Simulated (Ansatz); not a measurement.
# TePb (Fm-3m) in Ansatz: settings compared

Aim: see how the results for TePb move with the level of theory and the settings. Levels: BLYP+D3(BJ), BLYP+D4, PBE. Tasks: relaxation of cell and atoms, single point.

Program: Ansatz 0.2.0. These are calculated values, not measurements. Logs are shortened: lines on timing, memory, paths and dates and some standing lists are left out, and cuts for length are marked.

**1. The crystal as given**

Symmetry: Fm-3m, No. 225, cubic system. Conventional cell: a = 6.462 Å, b = 6.462 Å, c = 6.462 Å, α = 90.00°, β = 90.00°, γ = 90.00°. Pb (site symmetry m-3m) has 6 Te at 3.23 Å as nearest neighbours. Around Te (site symmetry m-3m) lie 6 Pb at 3.23 Å.

**2. Relaxation of cell and atoms, BLYP+D3(BJ)**

input.yaml reads:

```yaml
crystal:
  lattice:
    - [0.0, 3.231, 3.231]
    - [3.231, 0.0, 3.231]
    - [3.231, 3.231, 0.0]
  atoms:
    - { symbol: Pb, position: [0.0, 0.0, 0.0] }
    - { symbol: Te, position: [0.5, 0.5, 0.5] }
hamiltonian:
  xc: blyp
  pseudopotentials: { kind: paw }
  dispersion: d3bj
kpoints:
  mp_grid: { grid: [7, 7, 7] }
scf:
  occupations: { method: fermi_dirac, width: 0.05 }
output:
  forces: true
  stress: true
relax:
  f_tol: 0.01
  max_steps: 40
  cell: { stress_tol: 0.05 }
```

Potentials or basis: Ansatz PAW.

Started as:

```console
$ ansatz run input.yaml --threads 2 --pin off --max-ram 5632MiB --backend cpu --events-out ev --progress --plain --runs-dir out
```

The program printed:

```text
Warning: RAYON_NUM_THREADS=2 ignored (pool sized by the plan → 2); use --threads N
Engine: ansatz 0.2.0, x86_64-unknown-linux-gnu
Pseudopotentials: kind: paw
Pseudopotential: Pb, paw, valence charge 14, recommended cutoff 420 eV (normal), Pb.paw.azcp
Pseudopotential: Te, paw, valence charge 16, recommended cutoff 420 eV (normal), Te.paw.azcp
Functional definition: BLYP
  parameter beta = 0.0042
  parameter a = 0.04918
  parameter b = 0.132
  parameter c = 0.2533
  parameter d = 0.349
  exchange = b88_x(beta = beta)
  correlation = lyp_c(a = a, b = b, c = c, d = d)
Crystal: 2 atoms, lattice volume = 67.459 Å³
Basis set: ecut = 420 eV, 1363 PW (Γ), exchange–correlation on 64×64×64 points (8 copies of the dense FFT grid, shifted against one another)
Bands: 19, of which v1, the nominal top of the filled ones, is band 15 counted from 1 (14 counted from 0)
Symmetry: 48 space group operations
Space group: Fm-3m (ITA 225), of the structure as read, at distance tolerance 4.1e-5 Å
k-points: 20 of 343
Non-local potential: Pb, projectors of the file, l = 0: 2, l = 1: 2, l = 2: 2, l = 3: 2
Non-local potential: Te, projectors of the file, l = 0: 2, l = 1: 2, l = 2: 2, l = 3: 2
PAW form: soft (Blöchl's): semilocal exchange-correlation on the pseudo side does not see the compensation charge
PAW frozen core: Pb, regenerated for the run's functional, and the local potential with it (the file was generated under x = pbe(κ = 0.804, μ = 0.2195149727645171), c = pbe(β = 0.06672455060314922))
PAW frozen core: Te, regenerated for the run's functional, and the local potential with it (the file was generated under x = pbe(κ = 0.804, μ = 0.2195149727645171), c = pbe(β = 0.06672455060314922))
PAW one-centre angular grid: Pb, 590 points (default); XC on 64 Gauss nodes
PAW one-centre angular grid: Te, 590 points (default); XC on 64 Gauss nodes
Initial density: superposition of atomic densities (neutral atoms: chi_scale 0, normalization atom), corrected by the library's trained network
Initial wavefunctions: pseudopotential atomic-orbital guess
Functional: x = b88, c = lyp
SCF iter   1: F=—  HF=-18934.584830 eV  |F-HF|=—  |Δ(HF+E_count)|=         —  Δρ=5.42e-3  dr2=2.43e-2  ethr=1.77e-3  ⟨swp⟩=6.3  Hψ=1956  notcnv=0
preconditioner: auto → none  [insulator: Δε(μ)=1.128 eV  Ē_g=14.794 eV  σ=0.050 eV  W_gap=1.00  n_scr=14 (ndim 8)  ℏωp=20.2 eV  f_vac=0.014  D(μ)=0.00/eV (n_scr^D=0)  ε∞_Penn≈2.9]
SCF iter   2: F=—  HF=-18934.576914 eV  |F-HF|=—  |Δ(HF+E_count)|=   7.92e-3  Δρ=1.89e-3  dr2=2.52e-3  ethr=8.09e-5  ⟨swp⟩=2.2  Hψ=729  notcnv=0
SCF iter   3: F=—  HF=-18934.576114 eV  |F-HF|=—  |Δ(HF+E_count)|=   8.00e-4  Δρ=9.16e-4  dr2=5.36e-4  ethr=8.39e-6  ⟨swp⟩=2.9  Hψ=678  notcnv=0
SCF iter   4: F=—  HF=-18934.576023 eV  |F-HF|=—  |Δ(HF+E_count)|=   9.09e-5  Δρ=9.47e-5  dr2=4.22e-6  ethr=1.79e-6  ⟨swp⟩=2.3  Hψ=505  notcnv=0
SCF iter   5: F=—  HF=-18934.576025 eV  |F-HF|=—  |Δ(HF+E_count)|=   2.36e-6  Δρ=3.81e-5  dr2=5.40e-7  ethr=1.41e-8  ⟨swp⟩=2.3  Hψ=683  notcnv=0
SCF iter   6: F=-18934.576026 eV  HF=-18934.576026 eV  |F-HF|=4.57e-8  |Δ(HF+E_count)|=   1.06e-6  Δρ=9.31e-6  dr2=6.04e-8  ethr=3.33e-10  ⟨swp⟩=5.0  Hψ=1447  notcnv=0
SCF 1 converged in 6 iterations: F = -18934.576026 eV  dr2 = 6.04e-8
relax step   1: F+E_penalty+E_count = -18934.57602623 eV  Δ(F+E_penalty+E_count) = +0.000e0 eV  max|allowed force component| = 2.084e-29 eV/Å  Δτ_max = 0.0000 Å  P = +0.542 GPa  Ω = 67.459 Å³  (6 SCF iters, dr2 threshold 1.00e-7 eV, accepted)
Crystal: 2 atoms, lattice volume = 68.559 Å³
Initial density: handed on by an earlier stage of this run
Initial wavefunctions: those handed on with the density
iter 1 solved again at ethr=4.96e-7 eV; its pass at ethr=3.10e-3 eV (dr2=1.49e-4 eV) is discarded
SCF iter   1: F=—  HF=-18934.577198 eV  |F-HF|=—  |Δ(HF+E_count)|=         —  Δρ=2.95e-4  dr2=8.39e-5  ethr=4.96e-7  ⟨swp⟩=3.0  Hψ=2514  notcnv=0
preconditioner: auto → none  [insulator: Δε(μ)=1.111 eV  Ē_g=14.753 eV  σ=0.050 eV  W_gap=1.00  n_scr=14 (ndim 8)  ℏωp=20.1 eV  f_vac=0.029  D(μ)=0.00/eV (n_scr^D=0)  ε∞_Penn≈2.8]
SCF iter   2: F=—  HF=-18934.577191 eV  |F-HF|=—  |Δ(HF+E_count)|=   6.16e-6  Δρ=1.39e-4  dr2=1.78e-5  ethr=2.80e-7  ⟨swp⟩=1.0  Hψ=380  notcnv=0
SCF iter   3: F=—  HF=-18934.577193 eV  |F-HF|=—  |Δ(HF+E_count)|=   1.31e-6  Δρ=2.40e-5  dr2=1.02e-6  ethr=5.93e-8  ⟨swp⟩=2.0  Hψ=458  notcnv=0
SCF iter   4: F=-18934.577192 eV  HF=-18934.577192 eV  |F-HF|=1.94e-8  |Δ(HF+E_count)|=   2.68e-7  Δρ=1.30e-5  dr2=7.27e-8  ethr=6.67e-10  ⟨swp⟩=5.2  Hψ=1430  notcnv=0
SCF 2 converged in 4 iterations: F = -18934.577192 eV  dr2 = 7.27e-8
relax step   2: F+E_penalty+E_count = -18934.57719246 eV  Δ(F+E_penalty+E_count) = -1.166e-3 eV  max|allowed force component| = 7.691e-30 eV/Å  Δτ_max = 0.0000 Å  P = -0.135 GPa  Ω = 68.559 Å³  energy of the carried Pulay correction = -1.729e-4 eV  (4 SCF iters, dr2 threshold 2.00e-7 eV, accepted)
Crystal: 2 atoms, lattice volume = 68.337 Å³
iter 1 solved again at ethr=5.76e-8 eV; its pass at ethr=3.10e-3 eV (dr2=1.73e-5 eV) is discarded
SCF iter   1: F=—  HF=-18934.577327 eV  |F-HF|=—  |Δ(HF+E_count)|=         —  Δρ=6.24e-5  dr2=3.49e-6  ethr=5.76e-8  ⟨swp⟩=3.0  Hψ=2414  notcnv=0
preconditioner: auto → none  [insulator: Δε(μ)=1.108 eV  Ē_g=14.764 eV  σ=0.050 eV  W_gap=1.00  n_scr=14 (ndim 8)  ℏωp=20.1 eV  f_vac=0.024  D(μ)=0.00/eV (n_scr^D=0)  ε∞_Penn≈2.9]
SCF iter   2: F=—  HF=-18934.577326 eV  |F-HF|=—  |Δ(HF+E_count)|=   9.97e-7  Δρ=2.74e-5  dr2=6.90e-7  ethr=1.16e-8  ⟨swp⟩=1.0  Hψ=380  notcnv=0
SCF iter   3: F=—  HF=-18934.577326 eV  |F-HF|=—  |Δ(HF+E_count)|=   4.04e-9  Δρ=7.67e-6  dr2=1.16e-7  ethr=2.30e-9  ⟨swp⟩=2.0  Hψ=458  notcnv=0
SCF iter   4: F=-18934.577326 eV  HF=-18934.577326 eV  |F-HF|=1.09e-10  |Δ(HF+E_count)|=   3.43e-8  Δρ=2.76e-6  dr2=2.70e-9  ethr=1.52e-10  ⟨swp⟩=5.0  Hψ=1345  notcnv=0
SCF 3 converged in 4 iterations: F = -18934.577326 eV  dr2 = 2.70e-9
relax step   3: F+E_penalty+E_count = -18934.57732601 eV  Δ(F+E_penalty+E_count) = -1.335e-4 eV  max|allowed force component| = 7.100e-29 eV/Å  Δτ_max = 0.0000 Å  P = -0.007 GPa  Ω = 68.337 Å³  energy of the carried Pulay correction = -1.384e-4 eV  (4 SCF iters, dr2 threshold 4.56e-8 eV, accepted)
Initial wavefunctions: pseudopotential atomic-orbital guess (no wavefunctions were taken with the density)
iter 1 solved again at ethr=2.39e-7 eV; its pass at ethr=3.10e-3 eV (dr2=7.17e-5 eV) is discarded
SCF iter   1: F=—  HF=-18934.576650 eV  |F-HF|=—  |Δ(HF+E_count)|=         —  Δρ=1.74e-4  dr2=4.48e-7  ethr=2.39e-7  ⟨swp⟩=3.6  Hψ=3032  notcnv=0
SCF iter   2: F=—  HF=-18934.577249 eV  |F-HF|=—  |Δ(HF+E_count)|=   5.99e-4  Δρ=8.69e-5  dr2=1.10e-7  ethr=1.49e-9  ⟨swp⟩=2.9  Hψ=707  notcnv=0
SCF iter   3: F=—  HF=-18934.577449 eV  |F-HF|=—  |Δ(HF+E_count)|=   2.00e-4  Δρ=4.11e-6  dr2=2.56e-9  ethr=3.66e-10  ⟨swp⟩=2.0  Hψ=480  notcnv=0
SCF iter   4: F=—  HF=-18934.577449 eV  |F-HF|=—  |Δ(HF+E_count)|=   3.75e-7  Δρ=4.92e-7  dr2=2.19e-10  ethr=8.53e-12  ⟨swp⟩=2.0  Hψ=580  notcnv=0
SCF iter   5: F=-18934.577449 eV  HF=-18934.577449 eV  |F-HF|=2.36e-10  |Δ(HF+E_count)|=   2.95e-9  Δρ=1.46e-7  dr2=1.07e-11  ethr=1.00e-12  ⟨swp⟩=7.0  Hψ=1888  notcnv=0
SCF 4 converged in 5 iterations: F = -18934.577449 eV  dr2 = 1.07e-11
relax step   4: F+E_penalty+E_count = -18934.57744922 eV  Δ(F+E_penalty+E_count) = -1.232e-4 eV  max|allowed force component| = 4.312e-29 eV/Å  Δτ_max = 0.0000 Å  P = -0.007 GPa  Ω = 68.337 Å³  stress off target by 6.62e-3 GPa  SCF on the basis re-selected at this cell (its energy is not comparable with the rows above)  (5 SCF iters)
basis re-selected at this cell: Δ(F+E_penalty+E_count) = -1.232e-4 eV, ΔP = +0.000 GPa vs the last step (what re-selecting the basis moved, of the pressure what is left beyond the Pulay correction that the steps carried, after the strain that the cell walked since its last selection, with what the two solves' SCF thresholds leave and, on support functions, any second-order correction that the steps lacked; it is no measure of the basis error at this ecutwfc). This SCF's stress stands 6.62e-3 GPa from its target on what of the cell is left free (relax.cell.stress_tol is 5.00e-2 GPa) and its largest allowed force component is 4.31e-29 eV/Å (relax.f_tol is 1.00e-2 eV/Å): within both
SCF converged after 5 iterations
Free energy (F): -18934.577449 eV
Harris-Foulkes:  -18934.577449 eV  (|F-HF|=2.36e-10)
Internal energy: -18934.577448 eV  (E = F + TS)
E sigma→0 (E₀):  -18934.577449 eV
Entropy (-TS):   -0.000001 eV (-0.001 meV/atom)
Fermi energy:    9.366664 eV
--- Per-component energies (eV) ---
  E_band       = -308.273510
  E_kinetic    = 470.388935
  E_local      = -2405.336739  (includes V_loc(G=0)·N_el)
  E_nonlocal   = 35.303234
  E_hartree    = 1264.972145
  E_xc         = -341.783129
  E_vxc        = -232.129207  (∫ρ·V_xc dr)
  E_paw        = -15115.432209  (= ΣΔE_a)
  E_vpaw       = -706.443799  (= ΣTr[D̂ρ^β])
  E_aug_tail   = -0.000139  (compensation charges beyond the density's cutoff)
  E_ewald      = -2840.651150
  E_disp       = -1.896424  (pairwise vdW)
  E_core_change = -0.141972  (= ΣΔE_core)
  E_smearing   = -0.000001  (= −TS)
  E_closure    = 0.000000  (closes the sum)
  Σ components = -18934.577449   (vs F -18934.577449, Δ=0.00e0)
--- Forces (eV/Å), atoms counted from 1 ---
  atom   1  Pb     0.00000000    -0.00000000    -0.00000000
  atom   2  Te    -0.00000000     0.00000000     0.00000000
  max |Σ_I F_I| component: 6.52e-29 eV/Å
--- Stress (GPa, compression-positive) ---
       -0.006615      -0.000000       0.000000
       -0.000000      -0.006615       0.000000
       -0.000000       0.000000      -0.006615
  P = ⅓ Tr σ = -0.0066 GPa (-0.066 kbar)
--- Relaxed structure (3 steps of the walk, 3 accepted, 1 SCFs on fresh bases) ---
  F+E_penalty+E_count = -18934.57744922 eV   max|allowed force component| = 4.312e-29 eV/Å   (the final SCF, on the basis selected at the relaxed cell)
  cell:  # Å, volume = 68.3369 Å³
    - [-3.120915370148549e-34, 3.2449538270173752, 3.2449538270173752]
    - [3.2449538270173752, 1.3375351586350926e-34, 3.2449538270173752]
    - [3.2449538270173752, 3.2449538270173752, -6.369215041119491e-35]
  atoms:
    - { symbol: Pb, position: [-2.4836608175536568e-36, 2.1732032153573673e-36, 7.140524850523413e-36] }
    - { symbol: Te, position: [0.5000000000000001, 0.5000000000000001, 0.5000000000000001] }
```

Wall time 5 s (2 threads of AMD EPYC 7R43 (Zen 3), shared host); peak memory 0.41 GiB.

What came out:

```yaml
Free_energy: -18934.5774 eV
Relaxed_volume: 34.17 Å³/atom
Relaxed_cell: a = 4.589 Å, b = 4.589 Å, c = 4.589 Å, α = 60.00°, β = 60.00°, γ = 60.00°
Space_group_after_relaxing_to_0.05_Å: Fm-3m (No. 225)
Energy_gained_by_relaxing: 0.7 meV/atom
Ionic_steps: 4
Pressure_after_relaxing: 0.0 GPa
```

Step by step:
| step | energy change (eV) | largest force (eV/Å) | volume (Å³) |
| --- | --- | --- | --- |
| 1 | 0.0000 | 0.0000 | 67.46 |
| 2 | -0.0012 | 0.0000 | 68.56 |
| 3 | -0.0013 | 0.0000 | 68.34 |
| 4 | -0.0014 | 0.0000 | 68.34 |

Final structure:
```cif
data_structure
_symmetry_space_group_name_H-M 'P 1'
_symmetry_Int_Tables_number 1
_cell_length_a 4.5891
_cell_length_b 4.5891
_cell_length_c 4.5891
_cell_angle_alpha 60.000
_cell_angle_beta 60.000
_cell_angle_gamma 60.000
_cell_volume 68.34
loop_
_atom_site_label
_atom_site_type_symbol
_atom_site_fract_x
_atom_site_fract_y
_atom_site_fract_z
_atom_site_occupancy
Pb1 Pb 0.00000 0.00000 0.00000 1
Te1 Te 0.50000 0.50000 0.50000 1
```

Caveat: this odd mesh misses L, where the gap lies, so gap, dielectric constants and Born charges aren't listed; the plane-wave basis is chosen anew once the cell has moved, so the energies of steps on either side of that aren't comparable; the PAW data sets come from PBE, with cores solved anew for the run's functional, which leaves a small shift of forces and pressure. Zero-point motion and thermal expansion aren't in these numbers.

**3. Relaxation of cell and atoms, BLYP+D4**

Changes to input.yaml since step 2:

```diff
@@ -11,3 +11,3 @@
   pseudopotentials: { kind: paw }
-  dispersion: d3bj
+  dispersion: d4
 kpoints:
```

Potentials or basis: Ansatz PAW.

Started as:

```console
$ ansatz run input.yaml --threads 2 --pin off --max-ram 5632MiB --backend cpu --events-out ev --progress --plain --runs-dir out
```

It took 14 s on 2 threads of AMD EPYC 7R43 (Zen 3), shared host; peak memory 0.42 GiB.

It converged, with:

- Free energy: -18934.3572 eV
- Relaxed volume: 37.10 Å³/atom
- Relaxed cell: a = 4.717 Å, b = 4.717 Å, c = 4.717 Å, α = 60.00°, β = 60.00°, γ = 60.00°
- Space group after relaxing (to 0.05 Å): Fm-3m (No. 225)
- Energy gained by relaxing: 36.1 meV/atom
- Ionic steps: 8
- Pressure after relaxing: 0.0 GPa

Step by step:
| step | energy change (eV) | largest force (eV/Å) | volume (Å³) |
| --- | --- | --- | --- |
| 1 | 0.0000 | 0.0000 | 67.46 |
| 2 | -0.0173 | 0.0000 | 70.62 |
| 3 | -0.0425 | 0.0000 | 72.31 |
| 4 | -0.0684 | 0.0000 | 74.80 |
| 5 | -0.0708 | 0.0000 | 73.99 |
| 6 | -0.0711 | 0.0000 | 74.23 |
| 7 | -0.0712 | 0.0000 | 74.20 |
| 8 | -0.0721 | 0.0000 | 74.20 |

Final structure:
```
Pb Te
1.0
     0.00000    3.33521    3.33521
     3.33521    0.00000    3.33521
     3.33521    3.33521    0.00000
Pb Te
1 1
Direct
  0.00000 0.00000 0.00000
  0.50000 0.50000 0.50000
```

Caveat: this odd mesh misses L, where the gap lies, so gap, dielectric constants and Born charges aren't listed; the plane-wave basis is chosen anew once the cell has moved, so the energies of steps on either side of that aren't comparable; the PAW data sets come from PBE, with cores solved anew for the run's functional, which leaves a small shift of forces and pressure. Zero-point motion and thermal expansion aren't in these numbers.

**4. Single point, PBE**

input.yaml reads:

```yaml
crystal:
  lattice:
    - [0.0, 3.231, 3.231]
    - [3.231, 0.0, 3.231]
    - [3.231, 3.231, 0.0]
  atoms:
    - { symbol: Pb, position: [0.0, 0.0, 0.0] }
    - { symbol: Te, position: [0.5, 0.5, 0.5] }
hamiltonian:
  xc: pbe
  pseudopotentials: { kind: paw }
kpoints:
  mp_grid: { grid: [7, 7, 7] }
scf:
  occupations: { method: gaussian, width: 0.029 }
output:
  forces: true
  stress: true
  eigenvalues: true
```

Started as:

```console
$ ansatz run input.yaml --threads 2 --pin off --max-ram 5632MiB --backend cpu --events-out ev --progress --plain --runs-dir out
```

Wall time 1.9 s (2 threads of AMD EPYC 7R43 (Zen 3), shared host); peak memory 0.38 GiB.

The run converged. Its results:

```
Free energy : -18887.1656 eV
Pressure    : 2.1 GPa
```

Levels at points of the mesh, in eV from the Fermi level:
```csv
k point,band 12,band 13,band 14,band 15,band 16,band 17,band 18,band 19
"(0.00, 0.00, 0.00)",-5.99,-1.75,-1.75,-1.75,3.68,3.68,3.68,5.42
```

Caveat: this odd mesh misses L, where the gap lies, so gap, dielectric constants and Born charges aren't listed. The run has no spin-orbit coupling, so splittings on Pb, Te are missing.

**5. Single point, PBE**

Changes to input.yaml since step 4:

```diff
@@ -14,3 +14,3 @@
 scf:
-  occupations: { method: gaussian, width: 0.029 }
+  occupations: { method: gaussian, width: 0.03 }
 output:
```

Started as:

```console
$ ansatz run input.yaml --threads 2 --pin off --max-ram 5632MiB --backend cpu --events-out ev --progress --plain --runs-dir out
```

Wall time 1.8 s (2 threads of AMD EPYC 7R43 (Zen 3), shared host); peak memory 0.39 GiB.

Results (log left out):

```yaml
Free_energy: -18887.1656 eV
Pressure: 2.1 GPa
```

Levels at points of the mesh, in eV from the Fermi level:
```tsv
k point	band 13	band 14	band 15	band 16	band 17	band 18
(0.00, 0.00, 0.00)	-1.75	-1.75	-1.75	3.68	3.68	3.68
```

Caveat: this odd mesh misses L, where the gap lies, so gap, dielectric constants and Born charges aren't listed. Spin-orbit coupling is left out, which matters for the levels of Pb, Te.

**6. The runs side by side**

```tsv
task	level	cell	smearing	pressure (GPa)	relaxed volume (Å³/atom)
relaxation of cell and atoms	BLYP+D3(BJ)	relaxed	fermi-dirac 0.05 eV	0.0	34.17
relaxation of cell and atoms	BLYP+D4	relaxed	fermi-dirac 0.05 eV	0.0	37.10
single point	PBE	as given	gaussian 0.029 eV	2.1	-
single point	PBE	as given	gaussian 0.03 eV	2.1	-
```

Alike in all rows: potentials or basis Ansatz PAW; no spin polarisation; k mesh 7 × 7 × 7; cutoff (eV) 420.

Caveats: the plane-wave basis is chosen anew once the cell has moved, so the energies of steps on either side of that aren't comparable (some runs); the PAW data sets come from PBE, with cores solved anew for the run's functional, which leaves a small shift of forces and pressure (some runs).

Absolute energies hang on the potentials; compare differences alone.
